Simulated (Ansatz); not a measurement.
The guess for Zr2C3 was made by a generator: ordered vacancies on the anion sites of fluorite (P-4m2, No. 115) (occupants of the shared sites, in ratio, C: 3, vacant: 1). The dimensions are guesses.

```xyz
5
Lattice="3.8310 0.0000 0.0000 0.0000 3.8310 0.0000 0.0000 0.0000 5.4179" Properties=species:S:1:pos:R:3 pbc="T T T"
Zr    1.9155    0.0000    4.0634
Zr    0.0000    1.9155    1.3545
C     0.0000    0.0000    0.0000
C     1.9155    1.9155    2.7089
C     0.0000    0.0000    2.7089
```

Theory: Ansatz, DFT PBE, scalar-relativistic, plane waves, PAW. Cutoff 420 eV, Gaussian smearing, Γ-centred meshes. Cell and atoms relax first on a coarse mesh and then on a finer one. In between, the cell is made exact in the group found at 0.06 Å. In metals the finer mesh still leaves noise of several meV/atom or more. The steps can't lower the symmetry of their start. No spin polarisation in the relaxation; trial moments died out in a coarse test.

A guess keeps its type if space group and coordination stay and the shape of the cell changes little (axis ratios within about 15 %, angles within 6°); the volume may change.

Question: Will the relaxed cell still be of the starting type?

Answer: It doesn't keep its type. The symmetry stays P-4m2 (No. 115). The volume per atom shrinks by 22.3 %, from 15.9 to 12.4 Å³. The shortest distance goes from 2.35 Å (Zr–C) to 1.57 Å (C–C). The ratio c/a of the conventional cell changes by a factor of 0.50. Counting neighbours within 15 % of an atom's shortest distance, the start has C 4, Zr 6 and the end C 2/4, Zr 6. In detail, at the end Zr is surrounded by 6 C at 2.30–2.42 Å, 2 C at 3.10 Å and 2 Zr at 3.14 Å; around C on its first site lie 2 C at 1.57 Å and 4 Zr at 2.42 Å; C on its second site has 4 Zr at 2.30 Å; 1 more site not described.

```
Zr C
1.0
     4.43459    0.00000    0.00000
     0.00000    4.43459    0.00000
     0.00000    0.00000    3.14343
Zr C
2 3
Direct
  0.50000 0.00000 0.69017
  0.00000 0.50000 0.30983
  0.00000 0.00000 0.00000
  0.50000 0.50000 0.50000
  0.00000 0.00000 0.50000
```

The last run used an 8×8×12 mesh (in the run's order of axes) for its 5-atom cell and Gaussian smearing of 0.10 eV. Symmetry constrained the relaxation, so the result can be a saddle point.

In counts of neighbours, a slash parts the counts of unlike sites.
